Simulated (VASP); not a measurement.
# CdSe in VASP: further runs

The runs below take CdSe through single point, with PBEsol.

Program: VASP 6.6.1. These are calculated values, not measurements. Logs are shortened: lines on timing, memory, paths and dates and some standing lists are left out, and cuts for length are marked.

### 1 The slab as given

The cell holds a slab with vacuum, 8 atoms: a = 4.298 Å, b = 4.298 Å, c = 23.400 Å, α = 90.00°, β = 90.00°, γ = 120.00°.

### 2 Single point, PBEsol

Contents of INCAR:

```
PREC     = Accurate       # precision mode
ENCUT    = 460            # plane-wave cutoff, eV
EDIFF    = 1E-5           # SCF threshold, eV
ISMEAR   = 0              # smearing method
SIGMA    = 0.05           # smearing width, eV
LREAL    = F              # projectors in reciprocal space
LASPH    = T              # aspherical terms in the spheres
NELM     = 120            # most SCF steps
ALGO     = Normal         # electronic algorithm
ISIF     = 2              # what is computed and relaxed
LWAVE    = F              # write WAVECAR
LCHARG   = F              # write CHGCAR
LDIPOL   = T            
IDIPOL   = 3            
DIPOL    = 0.5 0.5 0.500
GGA      = PS             # functional
NBANDS   = 52             # bands
LVHAR    = T            
LVACPOTAV= T
```

Contents of KPOINTS:

```
Automatic mesh
0
Gamma
  6 6 1
```

Contents of POSCAR:

```
CdSe
1.0
    4.2984999142      0.0000000000      0.0000000000
   -2.1492499571      3.7226101239      0.0000000000
    0.0000000000      0.0000000000     23.3997000000
Se Cd
4 4
Direct
    0.6666666667      0.3333333334      0.2564135438
    0.3333333333      0.6666666666      0.4063129014
    0.6666666667      0.3333333334      0.5562122591
    0.3333333333      0.6666666666      0.7061116168
    0.3333333333      0.6666666666      0.2938883832
    0.6666666667      0.3333333334      0.4437877409
    0.3333333333      0.6666666666      0.5936870986
    0.6666666667      0.3333333334      0.7435864562
```

Potentials or basis: VASP PAW PBE potentials, release 64 (Se, Cd).

The run is started by

```
> cat potpaw_PBE.64/Se/POTCAR potpaw_PBE.64/Cd/POTCAR > POTCAR
> mpirun -np 1 vasp_std > vasp.out
```

OUTCAR:

```text
PREC = Accurate
   ENCUT = 460
   EDIFF = 1E-5
   ISMEAR = 0
   LREAL = F
   LASPH = T
   NELM = 120
   ISIF = 2
   GGA = PS

 Found      7 irreducible k-points:

 Following reciprocal coordinates:
            Coordinates               Weight
  0.000000  0.000000  0.000000      1.000000
  0.166667 -0.000000  0.000000      6.000000
  0.333333 -0.000000  0.000000      6.000000
  0.500000 -0.000000  0.000000      3.000000
  0.166667  0.166667  0.000000      6.000000
  0.333333  0.166667  0.000000     12.000000
   k-points           NKPTS =      7   k-points in BZ     NKDIM =      7   number of bands    NBANDS=     52
   number of dos      NEDOS =    301   number of ions     NIONS =      8
   total plane-waves  NPLWV = 151200
   dimension x,y,z NGX =    30 NGY =   30 NGZ =  168
   dimension x,y,z NGXF=    60 NGYF=   60 NGZF=  336
   ions per type =               4   4
   NGX,Y,Z   is equivalent  to a cutoff of  11.60, 11.60, 11.94 a.u.
   NGXF,Y,Z  is equivalent  to a cutoff of  23.21, 23.21, 23.87 a.u.
 SYSTEM =  unknown system
   PREC   = accura    normal or accurate (medium, high low for compatibility)
   ISTART =      0    job   : 0-new  1-cont  2-samecut
   ICHARG =      2    charge: 1-file 2-atom 10-const
   ISPIN  =      1    spin polarized calculation?
   LNONCOLLINEAR =      F non collinear calculations
   LSORBIT =      F    spin-orbit coupling
   LASPH  =      T    aspherical Exc in radial PAW
   ENCUT  =  460.0 eV  33.81 Ry    5.81 a.u.   7.52  7.52 40.92*2*pi/ulx,y,z
   NELM   =    120;   NELMIN=  2; NELMDL= -5     # of ELM steps
   EDIFF  = 0.1E-04   stopping-criterion for ELM
   LREAL  =      F    real-space projection
   EDIFFG = 0.1E-03   stopping-criterion for IOM
   NSW    =      0    number of steps for IOM
   IBRION =     -1    ionic relax: 0-MD 1-quasi-New 2-CG
   NFREE  =      0    steps in history (QN), initial steepest desc. (CG)
   ISIF   =      2    stress and relaxation
   ISYM   =      2    0-nonsym 1-usesym 2-fastsym
   POTIM  = 0.5000    time-step for ionic-motion
   TEBEG  =    0.0;   TEEND  =   0.0 temperature during run
   PSTRESS=    0.0 pullay stress
   NELECT =      72.0000    total number of electrons
   NUPDOWN=      -1.0000    fix difference up-down
   EMIN   =  10.00;   EMAX   =-10.00  energy-range for DOS
   EFERMI =   0.00;   METHOD = LEGACY
   ISMEAR =     0;   SIGMA  =   0.05  broadening in eV -4-tet -1-fermi 0-gaus
   EFERMI_NEDOS =   21; number of points for ismear=-14 and -15
   IALGO  =     38    algorithm
   IMIX   =      4    mixing-type and parameters
     AMIX     =   0.40;   BMIX     =  1.00
     AMIX_MAG =   1.60;   BMIX_MAG =  1.00
  volume/ion in A,a.u.               =      46.80       315.85
  Fermi-wavevector in a.u.,A,eV,Ry     =   0.944918  1.785636 12.148232  0.892870
  Thomas-Fermi vector in A             =   2.072769
   LORBIT       =      0    0 simple, 1 ext, 2 COOP (PROOUT), +10 PAW based schemes
   GGA     = PS    functional components
   LHFCALC =     F    Hartree Fock is set to
   AEXX    =    0.0000 exact exchange contribution
   IVDW    =     0    specifies the selected vdW correction
   LEPSILON=     F    determine dielectric tensor
   LRPA    =     F    only Hartree local field effects (RPA)
 non-spin polarized calculation
 Gauss-broadening in eV      SIGMA  =   0.05
  energy-cutoff  :      460.00
  volume of cell :      374.43
 maximum number of plane-waves:      8445
   NGX = 15   NGY = 15   NGZ = 81

 dipolmoment           0.000000      0.000000      0.061743 electrons x Angstroem

 number of electron      72.0000033 magnetization

 dipolmoment           0.000000      0.000000     -0.323345 electrons x Angstroem

 Free energy of the ion-electron system (eV)
  ---------------------------------------------------
  ext. energy  EPLUGINS =         0.00000000
  ---------------------------------------------------
  free energy    TOTEN  =       -22.90281242 eV

  energy without entropy =      -22.89514585  energy(sigma->0) =      -22.89897914

 E-fermi :  -1.0354     XC(G=0):  -5.9853

 val. band max:       -1.0660891625   @ k =   0.1667  -0.0000   0.0000
 cond. band min:      -1.0227471737   @ k =   0.1667  -0.0000   0.0000
 fundamental gap:      0.0433419888
 Fermi energy:        -1.0354178994

 k-point     1 :       0.0000    0.0000    0.0000
  band No.  band energies     occupation
      1     -15.2635      2.00000
      2     -14.3751      2.00000
      3     -13.6017      2.00000
      4     -12.6831      2.00000
      5     -10.7619      2.00000
      6     -10.7619      2.00000
[... 40 lines left out ...]
     47       4.1980      0.00000
     48       4.6992      0.00000

 k-point     2 :       0.1667   -0.0000    0.0000
  band No.  band energies     occupation
      1     -15.1995      2.00000
      2     -14.3126      2.00000
      3     -13.5400      2.00000
      4     -12.6223      2.00000
      5     -10.7287      2.00000
      6     -10.7139      2.00000
[... 40 lines left out ...]
     47       4.5678      0.00000
     48       4.6764      0.00000

 k-point     3 :       0.3333   -0.0000    0.0000
  band No.  band energies     occupation
      1     -15.0702      2.00000
      2     -14.1864      2.00000
      3     -13.4155      2.00000
      4     -12.5003      2.00000
      5     -10.6717      2.00000
      6     -10.6232      2.00000
[... 40 lines left out ...]
     47       4.3569      0.00000
     48       4.9115      0.00000

 k-point     4 :       0.5000   -0.0000    0.0000
  band No.  band energies     occupation
      1     -15.0051      2.00000
      2     -14.1229      2.00000
      3     -13.3529      2.00000
      4     -12.4394      2.00000
      5     -10.6502      2.00000
      6     -10.6079      2.00000
[... 40 lines left out ...]
     47       4.5755      0.00000
     48       5.1161      0.00000

 k-point     5 :       0.1667    0.1667    0.0000
  band No.  band energies     occupation
      1     -15.1028      2.00000
      2     -14.2183      2.00000
      3     -13.4470      2.00000
      4     -12.5310      2.00000
      5     -10.6927      2.00000
      6     -10.6228      2.00000
[... 40 lines left out ...]
     47       4.5073      0.00000
     48       4.7517      0.00000

 k-point     6 :       0.3333    0.1667    0.0000
  band No.  band energies     occupation
      1     -15.0060      2.00000
      2     -14.1238      2.00000
      3     -13.3537      2.00000
      4     -12.4402      2.00000
      5     -10.6617      2.00000
      6     -10.5730      2.00000
[... 40 lines left out ...]
     47       4.5402      0.00000
     48       4.8411      0.00000

 [... further k-points ...]

 [bands above 48 left out]

------------------------ aborting loop because EDIFF is reached ----------------------------------------

  FORCE on cell =-STRESS in cart. coord.  units (eV):
  Direction    XX          YY          ZZ          XY          YZ          ZX
  --------------------------------------------------------------------------------------
  -------------------------------------------------------------------------------------
  Total       -0.9127120     -0.9127120      2.2165305      0.0000000     -0.0000000     -0.0000000
  in kB       -3.9054365     -3.9054365      9.4843928      0.0000000     -0.0000000     -0.0000000
  external PRESSURE =       0.5578399 kB  Pullay stress =       0.0000000 kB

 VOLUME and BASIS-vectors are now :
 -----------------------------------------------------------------------------
  energy-cutoff  :      460.00
  volume of cell :      374.43
      direct lattice vectors                 reciprocal lattice vectors
     4.298499914  0.000000000  0.000000000     0.232639297  0.134314361  0.000000000
    -2.149249957  3.722610124  0.000000000     0.000000000  0.268628722  0.000000000
     0.000000000  0.000000000 23.399700000     0.000000000  0.000000000  0.042735591

 POSITION                                       TOTAL-FORCE (eV/Angst)
 -----------------------------------------------------------------------------------
      2.14925      1.24087      6.00000        -0.000000      0.000000     -0.027323
     -0.00000      2.48174      9.50760         0.000000     -0.000000      0.542977
      2.14925      1.24087     13.01520         0.000000     -0.000000      0.469349
     -0.00000      2.48174     16.52280         0.000000      0.000000      0.898265
     -0.00000      2.48174      6.87690        -0.000000      0.000000     -0.351948
      2.14925      1.24087     10.38450         0.000000      0.000000     -0.493893
     -0.00000      2.48174     13.89210        -0.000000      0.000000     -0.571764
      2.14925      1.24087     17.39970         0.000000     -0.000000     -0.465662
 -----------------------------------------------------------------------------------
    total drift:                                0.000000      0.000000      0.003727

  FREE ENERGIE OF THE ION-ELECTRON SYSTEM (eV)
  ---------------------------------------------------
  free  energy   TOTEN  =       -22.9028124187 eV

  energy  without entropy=      -22.8951458522  energy(sigma->0) =      -22.89897914

 vacuum level on the upper side and lower side of the slab         1.921         5.581
```

Wall time 2.5 min (1 thread of Intel Xeon 6975P-C (Granite Rapids), shared host); peak memory 0.41 GiB.

These settings aren't checked as converged: the numbers below hold their error.

What came out:

```
Free energy                     : -22.9028 eV
Largest force                   : 0.898 eV/Å
Band gap on the k mesh          : none (metal or under the smearing width)
Work function of the upper face : 2.96 eV
Work function of the lower face : 6.62 eV
```

Caveat: the PAW data sets were made with another functional, which shifts forces and pressure a little; the cell's inner coordinates are idealised or old, which leaves forces on the atoms.

### 3 Single point, PBEsol

This run uses another cell than the first one, of 52.80 Å³/atom, 1.128 times its volume.

Changes to INCAR since step 2:

```diff
@@ -2,3 +2,3 @@
 ENCUT    = 460            # plane-wave cutoff, eV
-EDIFF    = 1E-5           # SCF threshold, eV
+EDIFF    = 1E-7           # SCF threshold, eV
 ISMEAR   = 0              # smearing method
```

KPOINTS is that of step 2.

Contents of POSCAR:

```
CdSe
1.0
    4.2984999142      0.0000000000      0.0000000000
   -2.1492499571      3.7226101239      0.0000000000
    0.0000000000      0.0000000000     26.3997000000
Se Cd
4 4
Direct
    0.6666666667      0.3333333334      0.2840941374
    0.3333333333      0.6666666666      0.4169592836
    0.6666666667      0.3333333334      0.5498244298
    0.3333333333      0.6666666666      0.6826895760
    0.3333333333      0.6666666666      0.3173104240
    0.6666666667      0.3333333334      0.4501755702
    0.3333333333      0.6666666666      0.5830407164
    0.6666666667      0.3333333334      0.7159058626
```

Potentials or basis: VASP PAW PBE potentials, release 64 (Se, Cd).

The run is started by

```
> cat potpaw_PBE.64/Se/POTCAR potpaw_PBE.64/Cd/POTCAR > POTCAR
> mpirun -np 1 vasp_std > vasp.out
```

Run time: 6.5 min. Hardware: 1 thread of Intel Xeon 6975P-C (Granite Rapids), shared host; peak memory 0.48 GiB.

The run converged, but some of its settings lie outside the range that counts as converged, so its numbers aren't taken as properties of the slab.

Results:

```
Free energy                     : -22.9032 eV
Largest force                   : 0.902 eV/Å
Band gap on the k mesh          : none (metal or under the smearing width)
Work function of the upper face : 2.98 eV
Work function of the lower face : 6.62 eV
```

Caveat: the PAW data sets were made with another functional, which shifts forces and pressure a little; the cell's inner coordinates are idealised or old, which leaves forces on the atoms.

### 4 Single point, PBEsol

Changes to INCAR since step 3:

```diff
@@ -1,3 +1,3 @@
 PREC     = Accurate       # precision mode
-ENCUT    = 460            # plane-wave cutoff, eV
+ENCUT    = 650            # plane-wave cutoff, eV
 EDIFF    = 1E-7           # SCF threshold, eV
```

KPOINTS is that of step 3.

Contents of POSCAR:

```
CdSe
1.0
    4.2984999142      0.0000000000      0.0000000000
   -2.1492499571      3.7226101239      0.0000000000
    0.0000000000      0.0000000000     23.3997000000
Se Cd
4 4
Direct
    0.6666666667      0.3333333334      0.2564135438
    0.3333333333      0.6666666666      0.4063129014
    0.6666666667      0.3333333334      0.5562122591
    0.3333333333      0.6666666666      0.7061116168
    0.3333333333      0.6666666666      0.2938883832
    0.6666666667      0.3333333334      0.4437877409
    0.3333333333      0.6666666666      0.5936870986
    0.6666666667      0.3333333334      0.7435864562
```

The run is started by

```
> cat potpaw_PBE.64/Se/POTCAR potpaw_PBE.64/Cd/POTCAR > POTCAR
> mpirun -np 1 vasp_std > vasp.out
```

Wall time 9.2 min (1 thread of Intel Xeon 6975P-C (Granite Rapids), shared host); peak memory 0.63 GiB.

The run converged, but some of its settings lie outside the range that counts as converged, so its numbers aren't taken as properties of the slab.

Results:

| Quantity | Value |
| --- | --- |
| Free energy | -22.9040 eV |
| Largest force | 0.902 eV/Å |
| Band gap on the k mesh | none (metal or under the smearing width) |
| Work function of the upper face | 2.96 eV |
| Work function of the lower face | 6.61 eV |

Caveat: the PAW data sets were made with another functional, which shifts forces and pressure a little; the cell's inner coordinates are idealised or old, which leaves forces on the atoms.
